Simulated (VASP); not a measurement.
# SnO: molecular dynamics with a thermostat

SnO, P4/nmm (no. 129), 8 atoms in the cell. PBE, molecular dynamics; PAW potentials Sn, O (PBE set).

Ensemble: Nose-Hoover chain; Target temperature (K): 1600.

## Input

INCAR:
```
GGA = PE ; PREC = Normal
ENCUT = 400 ; EDIFF = 1E-6
NELMIN = 4 ; NELM = 60
ALGO = Normal ; LREAL = Auto
LASPH = T ; ISMEAR = 0
SIGMA = 0.05 ; ISYM = 0
LWAVE = F ; LCHARG = F
IBRION = 0 ; NSW = 60
POTIM = 1.0 ; TEBEG = 1600
ISIF = 2 ; RANDOM_SEED = 454868 0 0
MDALGO = 4 ; NHC_NCHAINS = 3
NHC_PERIOD = 30 ; KPAR = 2
```

KPOINTS:
```
k-points
0
Gamma
  3 3 1
```

POSCAR:
```
SnO
1.0
    3.8136952200      0.0000000000      0.0000000000
    0.0000000000      3.8136952200      0.0000000000
    0.0000000000      0.0000000000      9.7738266000
Sn O
4 4
Direct
    0.5000000000      0.0000000000      0.3823130700
    0.5000000000      0.0000000000      0.8823130700
    0.0000000000      0.5000000000      0.1176869300
    0.0000000000      0.5000000000      0.6176869300
    0.0000000000      0.0000000000      0.0000000000
    0.0000000000      0.0000000000      0.5000000000
    0.5000000000      0.5000000000      0.0000000000
    0.5000000000      0.5000000000      0.5000000000
```

Commands:
```
cat potpaw_PBE.64/Sn/POTCAR potpaw_PBE.64/O/POTCAR > POTCAR
mpirun -np 2 vasp_std > vasp.out
```

## Result

- Mean temperature (K): 1177
- Standard error of the mean temperature (K): 112
- Relative fluctuation of the kinetic energy: 0.210
- Canonical value of that fluctuation: 0.309
- Rise of the mean potential energy above the start (meV/atom): 94.9
- Electronic steps per ionic step after the first: 4.3

Course of the run:

| Time (fs) | Temperature (K) | Potential energy less the first (meV/atom) |
|---|---|---|
| 1 | 1601 | 0.0 |
| 6 | 1472 | 14.8 |
| 10 | 1227 | 43.1 |
| 15 | 914 | 80.5 |
| 19 | 767 | 100.1 |
| 24 | 769 | 106.0 |
| 28 | 892 | 100.0 |
| 33 | 1108 | 91.2 |
| 37 | 1252 | 92.0 |
| 42 | 1331 | 107.0 |
| 46 | 1325 | 125.5 |
| 51 | 1315 | 144.9 |
| 55 | 1339 | 153.7 |
| 60 | 1373 | 161.4 |

REPORT:
```
MDALGO =   4
           NHC_NCHAINS =   3
            NHC_PERIOD =    30
            NHC_NRESPA =    1
                NHC_NS =  1
               SCALING =       0
                 CNEXP =     9.000   14.000
           RANDOM_SEED =            454868                0                0

   original number of atomic DOF:         21
   number of independent constraints:      0
   number of active DOF:                  21

========================================
         MD step No.       1
========================================

  Atomic velocities initialized by STEP_tb

  >Nose-Hoover_chains
                       xs       vs(fs^-1)
   nhc_s>   0.12754179E-06   0.51011395E-06
   nhc_s>  -0.13889371E-03  -0.55559414E-03
   nhc_s>  -0.13888889E-03  -0.55547839E-03

  >Energies
                    E_tot             E_pot             E_kin               EPS                ES
   e_b>   -0.44276037E+02   -0.45725088E+02    0.14490498E+01    0.38297171E-04   -0.37930867E-04

  >Temperature
               T_sim     T_inst
   tmprt>   1600.000   1601.469

           RANDOM_SEED =            454868               48                0

[... steps left out ...]

========================================
         MD step No.      60
========================================

  >Nose-Hoover_chains
                       xs       vs(fs^-1)
   nhc_s>  -0.51511773E+00  -0.65662386E-02
   nhc_s>   0.82558980E+00   0.72570402E-01
   nhc_s>  -0.97164990E+00   0.27199079E-01

  >Energies
                    E_tot             E_pot             E_kin               EPS                ES
   e_b>   -0.44274083E+02   -0.44433941E+02    0.12426539E+01    0.42883631E+00   -0.15116318E+01

  >Temperature
               T_sim     T_inst
   tmprt>   1600.000   1373.363

           RANDOM_SEED =            454868               48                0
```

OSZICAR:
```
N       E                     dE             d eps       ncg     rms          rms(c)
DAV:   1     0.204492071325E+03    0.20449E+03   -0.15579E+04   250   0.112E+03
DAV:   2    -0.296279470016E+02   -0.23412E+03   -0.23023E+03   307   0.245E+02
DAV:   3    -0.527244262146E+02   -0.23096E+02   -0.22500E+02   331   0.825E+01
DAV:   4    -0.531266793593E+02   -0.40225E+00   -0.40185E+00   283   0.112E+01
DAV:   5    -0.531352893521E+02   -0.86100E-02   -0.86060E-02   340   0.145E+00    0.165E+01
DAV:   6    -0.460364921048E+02    0.70988E+01   -0.50291E+01   256   0.403E+01    0.717E+00
DAV:   7    -0.457990964853E+02    0.23740E+00   -0.28166E+00   260   0.103E+01    0.363E+00
DAV:   8    -0.457641809646E+02    0.34916E-01   -0.93397E-01   328   0.592E+00    0.133E+00
DAV:   9    -0.457224299282E+02    0.41751E-01   -0.24028E-01   290   0.276E+00    0.164E-01
DAV:  10    -0.457247259346E+02   -0.22960E-02   -0.15387E-02   271   0.701E-01    0.736E-02
DAV:  11    -0.457250699233E+02   -0.34399E-03   -0.81848E-04   316   0.160E-01    0.222E-02
DAV:  12    -0.457250910445E+02   -0.21121E-04   -0.10158E-04   329   0.607E-02    0.261E-02
[... left out ...]
     58 T=  1363. E= -.44265176E+02 F= -.44458781E+02 E0= -.44458781E+02  EK= 0.12422E+01 SP= -.15E+01 SK= 0.45E+00
     59 T=  1369. E= -.44265593E+02 F= -.44446744E+02 E0= -.44446744E+02  EK= 0.12472E+01 SP= -.15E+01 SK= 0.44E+00
[... last step whole ...]
       N       E                     dE             d eps       ncg     rms          rms(c)
DAV:   1    -0.444339111748E+02    0.12833E-01   -0.12454E-02   338   0.233E+00    0.866E-03
DAV:   2    -0.444339425308E+02   -0.31356E-04   -0.41445E-04   250   0.168E-01    0.872E-03
DAV:   3    -0.444339418351E+02    0.69567E-06   -0.35103E-06   292   0.122E-02    0.656E-03
DAV:   4    -0.444339413366E+02    0.49848E-06   -0.14285E-06   142   0.906E-03
     60 T=  1373. E= -.44265994E+02 F= -.44433941E+02 E0= -.44433941E+02  EK= 0.12507E+01 SP= -.15E+01 SK= 0.43E+00
```

Limits: 60 fs of 8 atoms are too short for converged averages; the cell is only 3.8 Å across, so each atom moves in step with near copies of itself.

VASP 6.6.1 took 177 s on 2 cores (Intel Xeon Platinum 8375C @ 2.90GHz (Ice Lake)), a shared host.
